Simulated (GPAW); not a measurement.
Set up this calculation in GPAW 26.7.0, as an ASE script.

```
Task                : equation of state
Functional          : revPBE
Dispersion          : D3(BJ)
Potentials or basis : the program's PAW data sets (release 1.2.1) made for this functional
Cutoff              : 800 eV
Basis               : pw
k mesh              : 8 × 8 × 8
Occupations         : fermi-dirac, width 0.05 eV
Spin                : no spin polarisation
Maxiter             : 150
Eos scales          : [0.94, 0.96, 0.98, 1.0, 1.02, 1.04, 1.06]
```

The structure of CdO (Monteponite) lies in CdO.cif:

```cif
data_CdO
_cell_length_a 3.32269476
_cell_length_b 3.32269476
_cell_length_c 3.32269476
_cell_angle_alpha 60.00000000
_cell_angle_beta 60.00000000
_cell_angle_gamma 60.00000000
_space_group_name_H-M_alt 'P1'
_space_group_name_Hall 'P 1'
_space_group_IT_number 1
loop_
_space_group_symop_operation_xyz
'x,y,z'
loop_
_atom_site_label
_atom_site_type_symbol
_atom_site_symmetry_multiplicity
_atom_site_Wyckoff_symbol
_atom_site_fract_x
_atom_site_fract_y
_atom_site_fract_z
_atom_site_occupancy
Cd1 Cd 1 a 0.0000000000 0.0000000000 0.0000000000 1
O1 O 1 a 0.5000000000 0.5000000000 0.5000000000 1
```

The input as run:

run.py

```python
from ase.calculators.mixing import SumCalculator
from ase.eos import EquationOfState
from ase.io import Trajectory, read
from ase.units import GPa
from dftd3.ase import DFTD3
from gpaw import GPAW, PW

atoms = read('CdO.cif')

traj = Trajectory('eos.traj', 'w')
volumes, energies = [], []
for x in [0.94, 0.96, 0.98, 1.0, 1.02, 1.04, 1.06]:
    a = atoms.copy()
    a.set_cell(atoms.cell * x**(1 / 3), scale_atoms=True)
    calc = GPAW(mode=PW(800),
                xc='revPBE',
                kpts={'size': (8, 8, 8), 'gamma': True},
                occupations={'name': 'fermi-dirac', 'width': 0.05},
                nbands=18,
                convergence={'density': 1e-05, 'energy': 1e-05},
                maxiter=150,
                txt=f'eos-{x:.2f}.txt')
    a.calc = SumCalculator([calc, DFTD3(method='revpbe', damping='d3bj')])
    energies.append(a.get_potential_energy())
    volumes.append(a.get_volume())
    p = -a.get_stress()[:3].mean() / GPa
    calc.write(f'eos-{x:.2f}.gpw')
    traj.write(a)
    print(f'{x:.2f} {volumes[-1]:10.4f} A^3 {energies[-1]:14.6f} eV {p:9.3f} GPa', flush=True)

v0, e0, B = EquationOfState(volumes, energies, eos='birchmurnaghan').fit()
print(f'V0 = {v0:.4f} A^3, E0 = {e0:.6f} eV, B0 = {B / GPa:.2f} GPa')
```

Potentials or basis: the program's PAW data sets (release 1.2.1) made for this functional, pw.

Run with:

```bash
$ OMP_NUM_THREADS=1 python run.py
```

It gave:

```yaml
Equilibrium_volume: 13.16 Å³/atom
Bulk_modulus: 133 GPa
Pressure_derivative_of_the_bulk_modulus: 4.7
```

Wall time 88 s on 1 thread of Intel(R) Xeon(R) Platinum 8488C (Sapphire Rapids) (shared host), peak memory 0.27 GiB.
